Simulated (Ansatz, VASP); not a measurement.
**MgO: VASP beside Ansatz**

File INCAR:

```
SYSTEM = MgO
ALGO = Normal
EDIFF = 1E-6
ENCUT = 520
GGA = PS
ISIF = 2
ISMEAR = 0
LASPH = .True.
LCHARG = .False.
LREAL = .False.
LWAVE = .False.
NBANDS = 26
NELM = 60
PREC = Accurate
SIGMA = 0.05
```

Contents of KPOINTS:

```
k-points
0
Gamma
  6 6 6
  0 0 0
```

File POSCAR:

```
MgO
1.0
    4.2149416169      0.0000000000      0.0000000000
    0.0000000000     -4.2149416169      0.0000000000
    0.0000000000      0.0000000000     -4.2149416169
Mg O
4 4
Direct
   -0.0711310624      0.0711310624      0.0754458849
    0.5000000000      0.5000000000      0.0000000000
    0.5000000000      0.0000000000      0.5000000000
    0.0000000000      0.5000000000      0.5000000000
    0.5000000000      0.0000000000      0.0000000000
    0.0000000000      0.5000000000      0.0000000000
    0.0000000000      0.0000000000      0.5000000000
    0.5000000000      0.5000000000      0.5000000000
```

Input for Ansatz:

```yaml
crystal:
  lattice:
    - [4.2149416169, 0.0, 0.0]
    - [0.0, -4.2149416169, 0.0]
    - [0.0, 0.0, -4.2149416169]
  atoms:
    - { symbol: Mg, position: [-0.0711310624, 0.0711310624, 0.0754458849] }
    - { symbol: Mg, position: [0.5, 0.5, 0.0] }
    - { symbol: Mg, position: [0.5, 0.0, 0.5] }
    - { symbol: Mg, position: [0.0, 0.5, 0.5] }
    - { symbol: O, position: [0.5, 0.0, 0.0] }
    - { symbol: O, position: [0.0, 0.5, 0.0] }
    - { symbol: O, position: [0.0, 0.0, 0.5] }
    - { symbol: O, position: [0.5, 0.5, 0.5] }
basis:
  ecutwfc: 420
kpoints:
  mp_grid: { grid: [6, 6, 6] }
hamiltonian:
  xc: pbesol
  pseudopotentials: { kind: paw, azcp: { folder: soft_1 } }
scf:
  occupations: { method: gaussian, width: 0.05 }
output:
  forces: true
  stress: true
  eigenvalues: true
```

Alike in both runs: task single point; functional PBEsol; k mesh 6 × 6 × 6; occupations gaussian, width 0.05 eV; no spin polarisation.

|  | VASP | Ansatz |
| --- | --- | --- |
| version | VASP 6.6.1 | Ansatz 0.2.0 |
| potentials or method | VASP PAW PBE potentials, release 64 (Mg, O) | scalar-relativistic, plane waves, PAW |
| plane-wave cutoff (eV) | 520 | 420 |
| valence electrons in the cell | 32 | 64 |

Ansatz gave:

| Property | Result |
| --- | --- |
| gap on the k mesh at the Fermi level (eV) | 4.53 |
| least direct gap on the mesh (eV) | 4.53 |
| pressure (GPa) | 7.5 |
| largest component of the traceless stress (GPa) | 0.86 |
| rms of the force components (eV/Å) | 1.251 |

**Question.** Estimate VASP's values.

**Answer.** gap on the k mesh at the Fermi level (eV): 4.53; least direct gap on the mesh (eV): 4.53; pressure (GPa): 7.2; largest component of the traceless stress (GPa): 0.90; rms of the force components (eV/Å): 1.276.

Atom by atom the forces differ by 0.025 eV/Å (rms over components). The two sets of potentials don't hold the same shells in valence. Ansatz warned: «pseudo_functional_mismatch».

Caveats: the PAW data sets were made with another functional, which shifts forces and pressure a little (VASP).
